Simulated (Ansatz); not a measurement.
The system is Al2O3.

```xyz
5
Lattice="3.0175 0.0000 0.0000 -1.5087 2.6132 0.0000 0.0000 0.0000 7.5746" Properties=species:S:1:pos:R:3 pbc="T T T"
Al    0.0000    0.0000    5.4693
Al    0.0000    0.0000    2.1054
O     0.0000    0.0000    3.7873
O     1.5087    0.8711    6.0638
O     0.0000    1.7421    1.5108
```

Measurements of this composition are mostly on another form, of space group No. 167.

- Program: Ansatz 0.2.0
- Task: relaxation of cell and atoms
- Functional: PBEsol
- Potentials or basis: Ansatz PAW
- Cutoff: 420 eV (not typed: the program's choice for these potentials)
- k mesh: 10 × 10 × 4
- Occupations: fermi-dirac, width 0.05 eV
- Spin: no spin polarisation

At the start: volume 11.95 Å³/atom.

**Question.** Where does the relaxation end?

**Answer.** It ends after 16 steps and the volume is 12.33 Å³/atom (+3.2 %); space group P-3m1 (No. 164, to 0.05 Å).

The path:
```tsv
step	energy change (eV)	largest force (eV/Å)	volume (Å³)
1	0.0000	0.1850	59.73
2	-0.0145	0.1428	59.97
3	-0.0196	0.0263	60.00
4	-0.0200	0.0040	59.92
5	-0.0200	0.0005	59.92
6	-0.0219	0.0015	59.92
7	-0.0208	0.0022	60.30
8	-0.0194	0.0040	60.66
9	-0.0227	0.0046	60.66
10	-0.0211	0.0041	61.12
11	-0.0230	0.0042	61.12
12	-0.0225	0.0007	61.26
13	-0.0218	0.0007	61.44
14	-0.0231	0.0007	61.44
15	-0.0222	0.0008	61.66
16	-0.0232	0.0008	61.66
```

Final structure:
```
CELL_PARAMETERS angstrom
2.98850 0.00000 0.00000
-1.49425 2.58811 0.00000
0.00000 0.00000 7.97222
ATOMIC_POSITIONS crystal
Al 0.00000 0.00000 0.70963
Al 0.00000 0.00000 0.29037
O 0.00000 0.00000 0.50000
O 0.66667 0.33333 0.78417
O 0.33333 0.66667 0.21583
```

Caveat: the plane-wave basis is chosen anew once the cell has moved, so the energies of steps on either side of that aren't comparable; the pressure holds a Pulay correction of +0.6 GPa for the finite cutoff; the PAW data sets come from PBE, with cores solved anew for the run's functional, which leaves a small shift of forces and pressure.
